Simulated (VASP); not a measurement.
Zr: single point with revPBE

Zr:

```xyz
2
Lattice="0.0000 3.2158 3.2158 3.2158 0.0000 3.2158 3.2158 3.2158 0.0000" Properties=species:S:1:pos:R:3 pbc="T T T"
Zr    0.8039    0.8039    0.8039
Zr    5.6276    5.6276    5.6276
```

This isn't the form of Zr at room conditions, which is hcp.

```
Program             : VASP 6.6.1
Task                : single point
Functional          : revPBE
Potentials or basis : VASP PAW PBE potentials, release 64 (Zr_sv)
Cutoff              : 520 eV
k mesh              : 10 × 10 × 10
Occupations         : fermi-dirac, width 0.1 eV
Spin                : no spin polarisation
```

The pressure is -1.1 GPa and the band gap on the k mesh is none (metal or under the smearing width).

Levels at points of the mesh, in eV from the Fermi level:
| k point | band 9 | band 10 | band 11 | band 12 | band 13 | band 14 | band 15 | band 16 |
| --- | --- | --- | --- | --- | --- | --- | --- | --- |
| (0.00, 0.00, 0.00) | -3.96 | -0.67 | -0.67 | -0.02 | -0.02 | -0.02 | 1.97 | 1.97 |
| (0.50, 0.00, 0.00) | -1.72 | -0.94 | -0.58 | -0.58 | -0.10 | -0.10 | 0.52 | 2.93 |
| (0.50, 0.50, 0.00) | -1.56 | -1.56 | -0.02 | -0.02 | 0.09 | 0.09 | 1.68 | 1.68 |

It took 100 s on 1 thread of Intel(R) Xeon(R) Platinum 8488C (Sapphire Rapids), on a shared host, peak memory 0.22 GiB.

Caveat: the PAW data sets were made with another functional, which shifts forces and pressure a little.
